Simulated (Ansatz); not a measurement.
Crystal: I.

```
I
1.0
     0.00000    2.36560    3.90984
     2.19225    0.00000    3.90984
     2.19225    2.36560    0.00000
I
1
Direct
  0.00000 0.00000 0.00000
```

| Item | Value |
| --- | --- |
| Program | Ansatz 0.2.0 |
| Task | relaxation of cell and atoms |
| Functional | revPBE |
| Potentials or basis | all-electron LAPW, scalar-relativistic |
| Basis error allowed | 0.001 eV/atom |
| k mesh | 9 × 9 × 9 |
| Occupations | fermi-dirac, width 0.05 eV |
| Spin | no spin polarisation |

At the start: volume 40.55 Å³/atom.

Q: How do energy, volume and symmetry change on relaxing?

A: Over 16 steps the energy falls by 70.4 meV/atom and the volume is 69.56 Å³/atom (+71.5 %); space group Fmmm (No. 69, to 0.05 Å).

The path:
```
step  energy change (eV)  largest force (eV/Å)  volume (Å³)
   1              0.0000                0.0000        40.55
   2             -0.0192                0.0000        43.03
   3             -0.0338                0.0000        45.47
   4             -0.0448                0.0000        47.50
   5             -0.0527                0.0000        49.52
   6             -0.0585                0.0000        51.59
   7             -0.0626                0.0000        53.66
   8             -0.0655                0.0000        55.70
   9             -0.0674                0.0000        57.72
  10             -0.0686                0.0000        59.73
  11             -0.0694                0.0000        61.75
  12             -0.0699                0.0000        63.78
  13             -0.0701                0.0000        65.82
  14             -0.0703                0.0000        67.87
  15             -0.0704                0.0000        69.56
  16             -0.0704                0.0000        69.56
```

Final structure:
```yaml
crystal:
  lattice:
    - [0.00000, 2.29320, 6.50453]
    - [2.33156, 0.00000, 6.50453]
    - [2.33156, 2.29320, 0.00000]
  atoms:
    - { symbol: I, position: [0.00000, 0.00000, 0.00000] }
```

Caveat: the volume moved by over 15 % at a fixed basis, so the end points are rough; an odd number of electrons without spin polarisation forces a metal; a magnetic or distorted state may lie lower.
